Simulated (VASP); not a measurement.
Here is a VASP 6.6.1 calculation.

Contents of INCAR:

```
SYSTEM = SiC
  ALGO = Normal
  EDIFF = 1E-6
  EDIFFG = -0.01
  ENCUT = 600
  IBRION = 2
  ISIF = 3
  ISMEAR = 0
  LASPH = .True.
  LCHARG = .False.
  LREAL = .False.
  LWAVE = .False.
  NELM = 80
  NSW = 90
  PREC = Accurate
  SIGMA = 0.03
```

File KPOINTS:

```
k-points
0
Gamma
  10 10 10
  0 0 0
```

File POSCAR:

```
SiC
1.0
    0.0000000000      2.1790000000      2.1790000000
    2.1790000000      0.0000000000      2.1790000000
    2.1790000000      2.1790000000      0.0000000000
Si C
1 1
Direct
    0.0000000000      0.0000000000      0.0000000000
    0.2500000000      0.2500000000      0.2500000000
```

Potentials or basis: VASP PAW LDA potentials, release 64 (Si, C).

The run is started by

```sh
$ cat potpaw_LDA.64/Si/POTCAR potpaw_LDA.64/C/POTCAR > POTCAR
$ mpirun -np 1 vasp_std > vasp.out
```

Problem. Predict the relaxed volume.

Solution. 10.15 Å³/atom.

Problem. Predict the band gap on the k mesh.

Solution. 1.29 eV, indirect (least direct gap 4.52 eV).

Problem. What does it give for the relaxed cell?

Solution. a = 3.062 Å, b = 3.062 Å, c = 3.062 Å, α = 60.00°, β = 60.00°, γ = 60.00°.

The path:
| step | energy change (eV) | largest force (eV/Å) | pressure (GPa) | volume (Å³) |
| --- | --- | --- | --- | --- |
| 1 | 0.0000 | 0.0000 | -4.18 | 20.69 |
| 2 | 0.0009 | 0.0000 | 4.83 | 19.89 |
| 3 | -0.0052 | 0.0000 | -0.02 | 20.30 |

A k mesh can miss the band edges. Zero-point motion and thermal expansion aren't in these numbers.
